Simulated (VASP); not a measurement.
# W (Im-3m) in VASP: a series of runs, part 6 of 7

VASP 6.6.1. Earlier steps stand in the parts before.

### 92 Equation of state, PBE, 15.37 Å³/atom

File INCAR:

```
PREC = Accurate
ENCUT = 650
EDIFF = 1E-7
ISMEAR = 1
SIGMA = 0.2
LREAL = False
LASPH = True
NELM = 100
ALGO = Normal
ISIF = 2
LWAVE = False
LCHARG = False
GGA = PE
ADDGRID = False
```

File KPOINTS:

```
regular mesh
0
Gamma
  11 11 11
```

File POSCAR:

```
W
1.0
   -1.5663606243      1.5663606243      1.5663606243
    1.5663606243     -1.5663606243      1.5663606243
    1.5663606243      1.5663606243     -1.5663606243
W
1
Direct
    0.0000000000      0.0000000000      0.0000000000
```

Command:

```bash
> cat potpaw_PBE.64/W/POTCAR > POTCAR
> mpirun -np 1 vasp_std > vasp.out
```

Run time: 5 s. Hardware: 1 thread of AMD EPYC 9R45 (Zen 5), shared host; peak memory 0.11 GiB.

The run converged, but some of its settings lie outside the range that counts as converged, so its numbers aren't taken as properties of the crystal.

Results:

```
Free energy            : -12.9778 eV
Pressure               : 12.8 GPa
Band gap on the k mesh : none (metal or under the smearing width)
```

### 93 Equation of state, PBE, 16.32 Å³/atom

INCAR is that of step 92.

KPOINTS is that of step 92.

File POSCAR:

```
W
1.0
   -1.5980128011      1.5980128011      1.5980128011
    1.5980128011     -1.5980128011      1.5980128011
    1.5980128011      1.5980128011     -1.5980128011
W
1
Direct
    0.0000000000      0.0000000000      0.0000000000
```

Potentials or basis: VASP PAW PBE potentials, release 64 (W).

Command:

```bash
> cat potpaw_PBE.64/W/POTCAR > POTCAR
> mpirun -np 1 vasp_std > vasp.out
```

Wall time 5.4 s (1 thread of AMD EPYC 9R45 (Zen 5), shared host); peak memory 0.11 GiB.

The run converged, but some of its settings lie outside the range that counts as converged, so its numbers aren't taken as properties of the crystal.

Results:

```yaml
Free_energy: -12.9936 eV
Pressure: -6.5 GPa
Band_gap_on_the_k_mesh: none (metal or under the smearing width)
```

### 94 Equation of state, PBE, 15.37 Å³/atom

INCAR: that of step 93 with these lines changed.

```diff
@@ -1,3 +1,3 @@
 PREC = Accurate
-ENCUT = 650
+ENCUT = 520
 EDIFF = 1E-7
```

File KPOINTS:

```
regular mesh
0
Gamma
  13 13 13
```

File POSCAR:

```
W
1.0
   -1.5663606243      1.5663606243      1.5663606243
    1.5663606243     -1.5663606243      1.5663606243
    1.5663606243      1.5663606243     -1.5663606243
W
1
Direct
    0.0000000000      0.0000000000      0.0000000000
```

Command:

```bash
> cat potpaw_PBE.64/W/POTCAR > POTCAR
> mpirun -np 1 vasp_std > vasp.out
```

It took 4.7 s on 1 thread of AMD EPYC 9R45 (Zen 5), shared host; peak memory 0.1 GiB.

These settings aren't checked as converged: the numbers below hold their error.

Results:

- Free energy: -13.0139 eV
- Pressure: 12.3 GPa
- Band gap on the k mesh: none (metal or under the smearing width)

### 95 Equation of state, PBE, 16.32 Å³/atom

INCAR is that of step 94.

KPOINTS is that of step 94.

File POSCAR:

```
W
1.0
   -1.5980128011      1.5980128011      1.5980128011
    1.5980128011     -1.5980128011      1.5980128011
    1.5980128011      1.5980128011     -1.5980128011
W
1
Direct
    0.0000000000      0.0000000000      0.0000000000
```

Command:

```bash
> cat potpaw_PBE.64/W/POTCAR > POTCAR
> mpirun -np 1 vasp_std > vasp.out
```

It took 6.8 s on 1 thread of AMD EPYC 9R45 (Zen 5), shared host; peak memory 0.11 GiB.

These settings aren't checked as converged: the numbers below hold their error.

What came out:

```
Free energy            : -13.0266 eV
Pressure               : -7.1 GPa
Band gap on the k mesh : none (metal or under the smearing width)
```

### 96 Equation of state, PBE, 15.37 Å³/atom

INCAR: that of step 95 with these lines changed.

```diff
@@ -1,3 +1,3 @@
 PREC = Accurate
-ENCUT = 520
+ENCUT = 400
 EDIFF = 1E-7
```

File KPOINTS:

```
regular mesh
0
Gamma
  15 15 15
```

File POSCAR:

```
W
1.0
   -1.5663606243      1.5663606243      1.5663606243
    1.5663606243     -1.5663606243      1.5663606243
    1.5663606243      1.5663606243     -1.5663606243
W
1
Direct
    0.0000000000      0.0000000000      0.0000000000
```

Potentials or basis: VASP PAW PBE potentials, release 64 (W).

Command:

```bash
> cat potpaw_PBE.64/W/POTCAR > POTCAR
> mpirun -np 1 vasp_std > vasp.out
```

Wall time 5 s (1 thread of AMD EPYC 9R45 (Zen 5), shared host); peak memory 0.09 GiB.

These settings aren't checked as converged: the numbers below hold their error.

Results:

| Item | Value |
| --- | --- |
| Free energy | -12.9958 eV |
| Pressure | 12.8 GPa |
| Band gap on the k mesh | none (metal or under the smearing width) |

### 97 Equation of state, PBE, 16.32 Å³/atom

INCAR is that of step 96.

KPOINTS is that of step 96.

File POSCAR:

```
W
1.0
   -1.5980128011      1.5980128011      1.5980128011
    1.5980128011     -1.5980128011      1.5980128011
    1.5980128011      1.5980128011     -1.5980128011
W
1
Direct
    0.0000000000      0.0000000000      0.0000000000
```

Command:

```bash
> cat potpaw_PBE.64/W/POTCAR > POTCAR
> mpirun -np 1 vasp_std > vasp.out
```

It took 5.1 s on 1 thread of AMD EPYC 9R45 (Zen 5), shared host; peak memory 0.09 GiB.

These settings aren't checked as converged: the numbers below hold their error.

What came out:

```
Free energy            : -13.0108 eV
Pressure               : -6.8 GPa
Band gap on the k mesh : none (metal or under the smearing width)
```

### 98 Equation of state, PBE, 15.37 Å³/atom

INCAR: that of step 97 with these lines changed.

```diff
@@ -1,3 +1,3 @@
 PREC = Accurate
-ENCUT = 400
+ENCUT = 460
 EDIFF = 1E-7
```

KPOINTS is that of step 97.

File POSCAR:

```
W
1.0
   -1.5663606243      1.5663606243      1.5663606243
    1.5663606243     -1.5663606243      1.5663606243
    1.5663606243      1.5663606243     -1.5663606243
W
1
Direct
    0.0000000000      0.0000000000      0.0000000000
```

Command:

```bash
> cat potpaw_PBE.64/W/POTCAR > POTCAR
> mpirun -np 1 vasp_std > vasp.out
```

Run time: 5.8 s. Hardware: 1 thread of AMD EPYC 9R45 (Zen 5), shared host; peak memory 0.1 GiB.

These settings aren't checked as converged: the numbers below hold their error.

Results:

- Free energy: -12.9962 eV
- Pressure: 12.8 GPa
- Band gap on the k mesh: none (metal or under the smearing width)

### 99 Equation of state, PBE, 16.32 Å³/atom

INCAR is that of step 98.

KPOINTS is that of step 98.

File POSCAR:

```
W
1.0
   -1.5980128011      1.5980128011      1.5980128011
    1.5980128011     -1.5980128011      1.5980128011
    1.5980128011      1.5980128011     -1.5980128011
W
1
Direct
    0.0000000000      0.0000000000      0.0000000000
```

Potentials or basis: VASP PAW PBE potentials, release 64 (W).

Command:

```bash
> cat potpaw_PBE.64/W/POTCAR > POTCAR
> mpirun -np 1 vasp_std > vasp.out
```

It took 6.1 s on 1 thread of AMD EPYC 9R45 (Zen 5), shared host; peak memory 0.1 GiB.

The run converged, but some of its settings lie outside the range that counts as converged, so its numbers aren't taken as properties of the crystal.

What came out:

| Property | Result |
| --- | --- |
| Free energy | -13.0112 eV |
| Pressure | -6.8 GPa |
| Band gap on the k mesh | none (metal or under the smearing width) |

### 100 Equation of state, PBE, 15.37 Å³/atom

INCAR: that of step 99 with these lines changed.

```diff
@@ -4,3 +4,3 @@
 ISMEAR = 1
-SIGMA = 0.2
+SIGMA = 0.4
 LREAL = False
```

KPOINTS is that of step 99.

File POSCAR:

```
W
1.0
   -1.5663606243      1.5663606243      1.5663606243
    1.5663606243     -1.5663606243      1.5663606243
    1.5663606243      1.5663606243     -1.5663606243
W
1
Direct
    0.0000000000      0.0000000000      0.0000000000
```

Command:

```bash
> cat potpaw_PBE.64/W/POTCAR > POTCAR
> mpirun -np 1 vasp_std > vasp.out
```

It took 6.1 s on 1 thread of AMD EPYC 9R45 (Zen 5), shared host; peak memory 0.1 GiB.

The run converged, but some of its settings lie outside the range that counts as converged, so its numbers aren't taken as properties of the crystal.

What came out:

| Item | Value |
| --- | --- |
| Free energy | -12.9948 eV |
| Pressure | 12.6 GPa |
| Band gap on the k mesh | none (metal or under the smearing width) |

### 101 Equation of state, PBE, 16.32 Å³/atom

INCAR is that of step 100.

KPOINTS is that of step 100.

File POSCAR:

```
W
1.0
   -1.5980128011      1.5980128011      1.5980128011
    1.5980128011     -1.5980128011      1.5980128011
    1.5980128011      1.5980128011     -1.5980128011
W
1
Direct
    0.0000000000      0.0000000000      0.0000000000
```

Command:

```bash
> cat potpaw_PBE.64/W/POTCAR > POTCAR
> mpirun -np 1 vasp_std > vasp.out
```

Run time: 6.1 s. Hardware: 1 thread of AMD EPYC 9R45 (Zen 5), shared host; peak memory 0.1 GiB.

The run converged, but some of its settings lie outside the range that counts as converged, so its numbers aren't taken as properties of the crystal.

What came out:

```
Free energy            : -13.0092 eV
Pressure               : -6.8 GPa
Band gap on the k mesh : none (metal or under the smearing width)
```

### 102 Equation of state, PBE, 15.37 Å³/atom

INCAR: that of step 101 with these lines changed.

```diff
@@ -4,3 +4,3 @@
 ISMEAR = 1
-SIGMA = 0.4
+SIGMA = 0.1
 LREAL = False
```

KPOINTS is that of step 101.

File POSCAR:

```
W
1.0
   -1.5663606243      1.5663606243      1.5663606243
    1.5663606243     -1.5663606243      1.5663606243
    1.5663606243      1.5663606243     -1.5663606243
W
1
Direct
    0.0000000000      0.0000000000      0.0000000000
```

Potentials or basis: VASP PAW PBE potentials, release 64 (W).

Command:

```bash
> cat potpaw_PBE.64/W/POTCAR > POTCAR
> mpirun -np 1 vasp_std > vasp.out
```

Run time: 6 s. Hardware: 1 thread of AMD EPYC 9R45 (Zen 5), shared host; peak memory 0.1 GiB.

The run converged, but some of its settings lie outside the range that counts as converged, so its numbers aren't taken as properties of the crystal.

Results:

- Free energy: -12.9968 eV
- Pressure: 12.9 GPa
- Band gap on the k mesh: none (metal or under the smearing width)

### 103 Equation of state, PBE, 16.32 Å³/atom

INCAR is that of step 102.

KPOINTS is that of step 102.

File POSCAR:

```
W
1.0
   -1.5980128011      1.5980128011      1.5980128011
    1.5980128011     -1.5980128011      1.5980128011
    1.5980128011      1.5980128011     -1.5980128011
W
1
Direct
    0.0000000000      0.0000000000      0.0000000000
```

Command:

```bash
> cat potpaw_PBE.64/W/POTCAR > POTCAR
> mpirun -np 1 vasp_std > vasp.out
```

Run time: 6 s. Hardware: 1 thread of AMD EPYC 9R45 (Zen 5), shared host; peak memory 0.1 GiB.

These settings aren't checked as converged: the numbers below hold their error.

What came out:

| Property | Result |
| --- | --- |
| Free energy | -13.0121 eV |
| Pressure | -6.7 GPa |
| Band gap on the k mesh | none (metal or under the smearing width) |

### 104 Equation of state, PBE, 15.37 Å³/atom

INCAR: that of step 103 with these lines changed.

```diff
@@ -4,3 +4,3 @@
 ISMEAR = 1
-SIGMA = 0.1
+SIGMA = 0.05
 LREAL = False
```

KPOINTS is that of step 103.

File POSCAR:

```
W
1.0
   -1.5663606243      1.5663606243      1.5663606243
    1.5663606243     -1.5663606243      1.5663606243
    1.5663606243      1.5663606243     -1.5663606243
W
1
Direct
    0.0000000000      0.0000000000      0.0000000000
```

Command:

```bash
> cat potpaw_PBE.64/W/POTCAR > POTCAR
> mpirun -np 1 vasp_std > vasp.out
```

Run time: 6.1 s. Hardware: 1 thread of AMD EPYC 9R45 (Zen 5), shared host; peak memory 0.1 GiB.

The run converged, but some of its settings lie outside the range that counts as converged, so its numbers aren't taken as properties of the crystal.

What came out:

- Free energy: -12.9968 eV
- Pressure: 12.9 GPa
- Band gap on the k mesh: none (metal or under the smearing width)

### 105 Equation of state, PBE, 16.32 Å³/atom

INCAR is that of step 104.

KPOINTS is that of step 104.

File POSCAR:

```
W
1.0
   -1.5980128011      1.5980128011      1.5980128011
    1.5980128011     -1.5980128011      1.5980128011
    1.5980128011      1.5980128011     -1.5980128011
W
1
Direct
    0.0000000000      0.0000000000      0.0000000000
```

Potentials or basis: VASP PAW PBE potentials, release 64 (W).

Command:

```bash
> cat potpaw_PBE.64/W/POTCAR > POTCAR
> mpirun -np 1 vasp_std > vasp.out
```

It took 6.1 s on 1 thread of AMD EPYC 9R45 (Zen 5), shared host; peak memory 0.1 GiB.

The run converged, but some of its settings lie outside the range that counts as converged, so its numbers aren't taken as properties of the crystal.

Results:

```
Free energy            : -13.0122 eV
Pressure               : -6.7 GPa
Band gap on the k mesh : none (metal or under the smearing width)
```

### 106 Equation of state, PBE, 15.37 Å³/atom

INCAR: that of step 105 with these lines changed.

```diff
@@ -4,3 +4,3 @@
 ISMEAR = 1
-SIGMA = 0.05
+SIGMA = 0.02
 LREAL = False
```

KPOINTS is that of step 105.

File POSCAR:

```
W
1.0
   -1.5663606243      1.5663606243      1.5663606243
    1.5663606243     -1.5663606243      1.5663606243
    1.5663606243      1.5663606243     -1.5663606243
W
1
Direct
    0.0000000000      0.0000000000      0.0000000000
```

Command:

```bash
> cat potpaw_PBE.64/W/POTCAR > POTCAR
> mpirun -np 1 vasp_std > vasp.out
```

It took 6.3 s on 1 thread of AMD EPYC 9R45 (Zen 5), shared host; peak memory 0.1 GiB.

These settings aren't checked as converged: the numbers below hold their error.

Results:

```yaml
Free_energy: -12.9968 eV
Pressure: 12.9 GPa
Band_gap_on_the_k_mesh: none (metal or under the smearing width)
```

### 107 Equation of state, PBE, 16.32 Å³/atom

INCAR is that of step 106.

KPOINTS is that of step 106.

File POSCAR:

```
W
1.0
   -1.5980128011      1.5980128011      1.5980128011
    1.5980128011     -1.5980128011      1.5980128011
    1.5980128011      1.5980128011     -1.5980128011
W
1
Direct
    0.0000000000      0.0000000000      0.0000000000
```

Command:

```bash
> cat potpaw_PBE.64/W/POTCAR > POTCAR
> mpirun -np 1 vasp_std > vasp.out
```

Run time: 6 s. Hardware: 1 thread of AMD EPYC 9R45 (Zen 5), shared host; peak memory 0.1 GiB.

The run converged, but some of its settings lie outside the range that counts as converged, so its numbers aren't taken as properties of the crystal.

Results:

```yaml
Free_energy: -13.0121 eV
Pressure: -6.7 GPa
Band_gap_on_the_k_mesh: none (metal or under the smearing width)
```

### 108 Equation of state, PBE, 15.37 Å³/atom

INCAR: that of step 107 with these lines changed.

```diff
@@ -3,4 +3,4 @@
 EDIFF = 1E-7
-ISMEAR = 1
-SIGMA = 0.02
+ISMEAR = -5
+SIGMA = 0.2
 LREAL = False
```

KPOINTS is that of step 107.

File POSCAR:

```
W
1.0
   -1.5663606243      1.5663606243      1.5663606243
    1.5663606243     -1.5663606243      1.5663606243
    1.5663606243      1.5663606243     -1.5663606243
W
1
Direct
    0.0000000000      0.0000000000      0.0000000000
```

Potentials or basis: VASP PAW PBE potentials, release 64 (W).

Command:

```bash
> cat potpaw_PBE.64/W/POTCAR > POTCAR
> mpirun -np 1 vasp_std > vasp.out
```

Run time: 7.5 s. Hardware: 1 thread of AMD EPYC 9R45 (Zen 5), shared host; peak memory 0.11 GiB.

The run converged, but some of its settings lie outside the range that counts as converged, so its numbers aren't taken as properties of the crystal.

What came out:

* Free energy: -12.9984 eV
* Pressure: 13.0 GPa
* Band gap on the k mesh: none (metal or under the smearing width)

Caveat: tetrahedron occupations give inexact forces and stress in metals.

### 109 Equation of state, PBE, 16.32 Å³/atom

INCAR is that of step 108.

KPOINTS is that of step 108.

File POSCAR:

```
W
1.0
   -1.5980128011      1.5980128011      1.5980128011
    1.5980128011     -1.5980128011      1.5980128011
    1.5980128011      1.5980128011     -1.5980128011
W
1
Direct
    0.0000000000      0.0000000000      0.0000000000
```

Command:

```bash
> cat potpaw_PBE.64/W/POTCAR > POTCAR
> mpirun -np 1 vasp_std > vasp.out
```

It took 7.4 s on 1 thread of AMD EPYC 9R45 (Zen 5), shared host; peak memory 0.11 GiB.

The run converged, but some of its settings lie outside the range that counts as converged, so its numbers aren't taken as properties of the crystal.

What came out:

```yaml
Free_energy: -13.0128 eV
Pressure: -6.6 GPa
Band_gap_on_the_k_mesh: none (metal or under the smearing width)
```

Caveat: tetrahedron occupations give inexact forces and stress in metals.

### 110 Equation of state, PBE, 15.37 Å³/atom

INCAR: that of step 109 with these lines changed.

```diff
@@ -3,3 +3,3 @@
 EDIFF = 1E-7
-ISMEAR = -5
+ISMEAR = 0
 SIGMA = 0.2
```

KPOINTS is that of step 109.

File POSCAR:

```
W
1.0
   -1.5663606243      1.5663606243      1.5663606243
    1.5663606243     -1.5663606243      1.5663606243
    1.5663606243      1.5663606243     -1.5663606243
W
1
Direct
    0.0000000000      0.0000000000      0.0000000000
```

Command:

```bash
> cat potpaw_PBE.64/W/POTCAR > POTCAR
> mpirun -np 1 vasp_std > vasp.out
```

Run time: 6.1 s. Hardware: 1 thread of AMD EPYC 9R45 (Zen 5), shared host; peak memory 0.1 GiB.

These settings aren't checked as converged: the numbers below hold their error.

Results:

```yaml
Free_energy: -13.0004 eV
Pressure: 12.7 GPa
Band_gap_on_the_k_mesh: none (metal or under the smearing width)
```

### 111 Equation of state, PBE, 16.32 Å³/atom

INCAR is that of step 110.

KPOINTS is that of step 110.

File POSCAR:

```
W
1.0
   -1.5980128011      1.5980128011      1.5980128011
    1.5980128011     -1.5980128011      1.5980128011
    1.5980128011      1.5980128011     -1.5980128011
W
1
Direct
    0.0000000000      0.0000000000      0.0000000000
```

Potentials or basis: VASP PAW PBE potentials, release 64 (W).

Command:

```bash
> cat potpaw_PBE.64/W/POTCAR > POTCAR
> mpirun -np 1 vasp_std > vasp.out
```

It took 6.1 s on 1 thread of AMD EPYC 9R45 (Zen 5), shared host; peak memory 0.1 GiB.

The run converged, but some of its settings lie outside the range that counts as converged, so its numbers aren't taken as properties of the crystal.

What came out:

```yaml
Free_energy: -13.0152 eV
Pressure: -6.8 GPa
Band_gap_on_the_k_mesh: none (metal or under the smearing width)
```

### 112 Equation of state, PBE, 15.37 Å³/atom

INCAR: that of step 111 with these lines changed.

```diff
@@ -3,3 +3,3 @@
 EDIFF = 1E-7
-ISMEAR = 0
+ISMEAR = -1
 SIGMA = 0.2
```

KPOINTS is that of step 111.

File POSCAR:

```
W
1.0
   -1.5663606243      1.5663606243      1.5663606243
    1.5663606243     -1.5663606243      1.5663606243
    1.5663606243      1.5663606243     -1.5663606243
W
1
Direct
    0.0000000000      0.0000000000      0.0000000000
```

Command:

```bash
> cat potpaw_PBE.64/W/POTCAR > POTCAR
> mpirun -np 1 vasp_std > vasp.out
```

It took 6.2 s on 1 thread of AMD EPYC 9R45 (Zen 5), shared host; peak memory 0.1 GiB.

The run converged, but some of its settings lie outside the range that counts as converged, so its numbers aren't taken as properties of the crystal.

Results:

| Item | Value |
| --- | --- |
| Free energy | -13.0273 eV |
| Pressure | 12.8 GPa |
| Band gap on the k mesh | none (metal or under the smearing width) |

### 113 Equation of state, PBE, 16.32 Å³/atom

INCAR is that of step 112.

KPOINTS is that of step 112.

File POSCAR:

```
W
1.0
   -1.5980128011      1.5980128011      1.5980128011
    1.5980128011     -1.5980128011      1.5980128011
    1.5980128011      1.5980128011     -1.5980128011
W
1
Direct
    0.0000000000      0.0000000000      0.0000000000
```

Command:

```bash
> cat potpaw_PBE.64/W/POTCAR > POTCAR
> mpirun -np 1 vasp_std > vasp.out
```

Wall time 6.2 s (1 thread of AMD EPYC 9R45 (Zen 5), shared host); peak memory 0.1 GiB.

These settings aren't checked as converged: the numbers below hold their error.

Results:

```
Free energy            : -13.0428 eV
Pressure               : -6.6 GPa
Band gap on the k mesh : none (metal or under the smearing width)
```

(Part 6 of 7 ends here.)
